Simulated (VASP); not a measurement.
H8CO6, 15 atoms in the cell. The cell holds a amorphous, 15 atoms: a = 5.299 Å, b = 5.299 Å, c = 5.299 Å, α = 90.00°, β = 90.00°, γ = 90.00°. The cell was built by a generator and needn't be a form met in nature.

```yaml
Program: VASP 6.6.1
Task: single point
Functional: PBE
Dispersion: D3(BJ)
Potentials_or_basis: VASP PAW PBE potentials, release 64 (O, H, C)
Cutoff: 520 eV
k_mesh: 1 × 1 × 1
Occupations: fermi-dirac, width 0.002 eV
Spin: no spin polarisation
Dipole_correction: no
Further_INCAR_settings: LREAL = Auto; ALGO = Normal; EDIFF = 1e-06; NBANDS = 37
```

Potentials or basis: VASP PAW PBE potentials, release 64 (O, H, C).

Launch:

```console
$ cat potpaw_PBE.64/O/POTCAR potpaw_PBE.64/H/POTCAR potpaw_PBE.64/C/POTCAR > POTCAR
$ mpirun -np 1 vasp_gam > vasp.out
```

Hardware: 1 thread of AMD EPYC 9R45 96-Core Processor (Zen 5), on a shared host.

Problem. Estimate the wall time of this run.

Solution. Wall time 7.9 s on 1 thread of AMD EPYC 9R45 96-Core Processor (Zen 5), with other jobs on the host, peak memory 0.21 GiB. Counts: scf iterations 15, k points 1.
